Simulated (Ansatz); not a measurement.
The cell comes from COD entry 9009016, which wasn't checked; take it as a given geometry. The listed cell was then made from it by scaling, straining or moving an atom.

An input for HfO2: DFT, LDA, all-electron LAPW, scalar-relativistic (Ansatz 0.2.0).

Command: `ansatz run input.yaml --threads 1 --pin off --max-ram 4096MiB --backend cpu --events-out ev --progress --plain --runs-dir out` The run took 39 s on 1 thread of Arm Neoverse V1 (shared host), peak memory 0.44 GiB.

```yaml
crystal:
  lattice:
    - [0.0, 2.5575, 2.60865]
    - [2.5575, 0.0, 2.60865]
    - [2.5575, 2.5575, 0.0]
  atoms:
    - { symbol: Hf, position: [0.0, 0.0, 0.0] }
    - { symbol: O, position: [0.25, 0.25, 0.25] }
    - { symbol: O, position: [0.75, 0.75, 0.75] }
kpoints:
  mp_grid: { grid: [8, 8, 8] }
  band_path:
    path:
      - [0.0, 0.0, 0.0]
      - [0.0, 0.5, 0.5]
      - [0.25, 0.75, 0.5]
      - [0.0, 0.5, 0.0]
      - [0.0, 0.0, 0.0]
      - [0.5, 0.5, 0.0]
      - [0.3701460977, 0.6298539023, 0.0]
      - [-0.3701460977, 0.3701460977, 0.0]
      - [0.0, 0.0, 0.0]
    npoints: 5
scf:
  occupations: { method: fermi_dirac, width: 0.01 }
hamiltonian:
  xc: lda
  pseudopotentials: { kind: all_electron, lapw: { basis_error: 0.001 } }
output:
  forces: true
  stress: true
  eigenvalues: true
```

Set-up and iterations as logged by Ansatz (the results part is left out, to be predicted):

```
LAPW: plane waves up to 9.792 Å⁻¹, error target 1.0e-3 eV per atom; small_component_spin mean_spin; O in spheres of 0.959 Å, 8 of its electrons in bands, Dirac shells []; Hf in spheres of 1.271 Å, 42 of its electrons in bands, Dirac shells []
Engine: ansatz 0.2.0
Pseudopotentials: kind: all_electron
Pseudopotential: Hf, LAPW, valence charge 42, Koelling and Harmon's equation, gaussian nucleus
Pseudopotential: O, LAPW, valence charge 8, Koelling and Harmon's equation, gaussian nucleus
Functional definition: SPW92
  exchange = slater_x
  correlation = pw_c
Crystal: 3 atoms, lattice volume = 34.125 Å³
Basis set: ecut = 365.3439286754019 eV, 533 PW (Γ), exchange–correlation at level 2
Bands: 35, of which v1, the nominal top of the filled ones, is band 29 counted from 1 (28 counted from 0)
Symmetry: 16 space group operations
Space group: I4/mmm (ITA 139), of the structure as read, at distance tolerance 3.2e-5 Å
k-points: 59 of 512
Non-local potential: Hf, projectors of the file, none
Non-local potential: O, projectors of the file, none
Initial density: superposition of atomic densities (chi_scale 0.1, normalization cell, long waves kept (reshape's long-wave potential 0.00 eV rms))
Initial wavefunctions: plane waves of lowest kinetic energy (no species holds an atomic orbital)
Functional: x = slater, c = lda
iter 1 solved again at ethr=1.29e-2 eV; its pass at ethr=1.00e-1 eV (dr2=7.47e0 eV) is discarded
SCF iter   1: F=—  HF=-414088.008017 eV  |F-HF|=—  |Δ(HF+E_count)|=         —  Δρ=1.36e-1  dr2=7.46e0  ethr=1.29e-2  ⟨swp⟩=2.0  Hψ=12826  notcnv=0
SCF iter   2: F=—  HF=-414085.510154 eV  |F-HF|=—  |Δ(HF+E_count)|=    2.50e0  Δρ=6.70e-2  dr2=1.49e0  ethr=1.29e-2  ⟨swp⟩=3.0  Hψ=6244  notcnv=0
SCF iter   3: F=—  HF=-414083.909362 eV  |F-HF|=—  |Δ(HF+E_count)|=    1.60e0  Δρ=2.47e-2  dr2=2.50e-1  ethr=2.57e-3  ⟨swp⟩=3.0  Hψ=6778  notcnv=0
iter 4 solved again at ethr=1.44e-5 eV; its pass at ethr=4.31e-4 eV (dr2=8.36e-3 eV) is discarded
SCF iter   4: F=—  HF=-414083.860201 eV  |F-HF|=—  |Δ(HF+E_count)|=         —  Δρ=4.44e-3  dr2=8.36e-3  ethr=1.44e-5  ⟨swp⟩=2.0  Hψ=11051  notcnv=0
the basis was enlarged: its passes take 205.8 KiB over the memory plan, 1 of 1 planned eigensolver slots
SCF iter   5: F=—  HF=-414083.834240 eV  |F-HF|=—  |Δ(HF+E_count)|=   2.60e-2  Δρ=5.68e-3  dr2=1.42e-2  ethr=1.44e-5  ⟨swp⟩=2.0  Hψ=6549  notcnv=0
SCF iter   6: F=—  HF=-414083.828577 eV  |F-HF|=—  |Δ(HF+E_count)|=   5.66e-3  Δρ=2.54e-3  dr2=2.83e-3  ethr=1.44e-5  ⟨swp⟩=2.0  Hψ=6518  notcnv=0
SCF iter   7: F=—  HF=-414083.826998 eV  |F-HF|=—  |Δ(HF+E_count)|=   1.58e-3  Δρ=1.68e-4  dr2=8.60e-6  ethr=4.89e-6  ⟨swp⟩=2.0  Hψ=6535  notcnv=0
SCF iter   8: F=—  HF=-414083.826993 eV  |F-HF|=—  |Δ(HF+E_count)|=   5.15e-6  Δρ=4.92e-5  dr2=1.11e-6  ethr=1.48e-8  ⟨swp⟩=2.7  Hψ=6248  notcnv=0
SCF iter   9: F=-414083.826993 eV  HF=-414083.826993 eV  |F-HF|=5.38e-8  |Δ(HF+E_count)|=   3.97e-7  Δρ=9.59e-6  dr2=4.23e-8  ethr=1.91e-9  ⟨swp⟩=2.0  Hψ=6195  notcnv=0
```

Problem. What pressure will this run report?

Solution. -20.4 GPa (positive in compression).

Problem. Is there a band gap?

Solution. 3.37 eV, direct at X (0, 0.5, 0.5).
